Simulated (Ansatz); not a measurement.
**Structure types of MgO compared at -0.0091 GPa**

Structure types of MgO are relaxed in primitive cells with their symmetry kept at -0.0091 GPa, on PAW files; LAPW relaxes the small cells further and takes the PAW cell for the others (marked *). The enthalpy is E + pV at zero temperature, without zero-point motion. Only the types listed were tried, and differences under about 5 meV/atom are mesh noise. The real phase may be another.

All numbers are PBE results (scalar-relativistic) from Ansatz 0.2.0, with Fermi–Dirac smearing of 0.08 eV, no spin polarisation. Methods: LAPW: all electrons, basis error target 0.5 meV/atom; PAW: frozen-core files, cutoff 420 eV.

k meshes: rocksalt 15×15×15, CsCl 14×14×14, zincblende 15×15×15, wurtzite 11×11×6, NiAs 10×10×6.

Problem. Order the types by LAPW enthalpy, lowest first.
A. wurtzite
B. NiAs
C. rocksalt
D. CsCl
E. zincblende

Solution. C (0 meV/atom), A (70 meV/atom), E (103 meV/atom), B (149 meV/atom), D (750 meV/atom).

```
start type            ends as          a, b, c (Å)  V (Å³/atom)  H − H(lowest), LAPW (meV/atom)  same, PAW
  rocksalt    rocksalt, Fm-3m  4.254, 4.254, 4.254         9.63                             0.0        0.0
      CsCl        CsCl, Pm-3m  2.660, 2.660, 2.660         9.41                           749.8      751.5
zincblende  zincblende, F-43m  4.612, 4.612, 4.612        12.27                           102.9      100.5
 wurtzite*   wurtzite, P6_3mc  3.314, 3.314, 5.123        12.18                            69.8       67.3
     NiAs*     NiAs, P6_3/mmc  2.958, 2.958, 5.157         9.77                           148.9      149.1
```
